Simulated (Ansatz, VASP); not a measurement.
Ni in VASP and in Ansatz

```
CELL_PARAMETERS angstrom
2.67918 0.00000 0.00000
-1.33959 2.32024 0.00000
0.00000 0.00000 4.26960
ATOMIC_POSITIONS crystal
Ni 0.33333 0.66667 0.25000
Ni 0.66666 0.33333 0.75000
```

Alike in both runs: task single point; functional PBE; k mesh 14 × 14 × 8; no spin polarisation.

|  | VASP | Ansatz |
| --- | --- | --- |
| version | VASP 6.6.1 | Ansatz 0.2.0 |
| potentials or method | VASP PAW PBE potentials, release 64 (Ni) | PAW plane waves |
| plane-wave cutoff (eV) | 520 | 420 |
| occupations | fermi-dirac, width 0.1 eV | fermi-dirac |
| valence electrons in the cell | 20 | 36 |

|  | VASP | Ansatz | Ansatz less VASP |
| --- | --- | --- | --- |
| pressure (GPa) | -23.6 | -24.0 | -0.43 |
| largest component of the traceless stress (GPa) | 1.84 | 1.90 | +0.061 |

The two sets of potentials don't hold the same shells in valence. Ansatz warned: «structure_snapped_to_symmetry».

Caveats: so large a pressure means that the cell lies far from this level's equilibrium, or that cutoff or potentials fall short (VASP); the run has no spin polarisation, though such a crystal can be magnetic. Spin polarisation is off, so any magnetic state and its effect on volume and gap are missing.
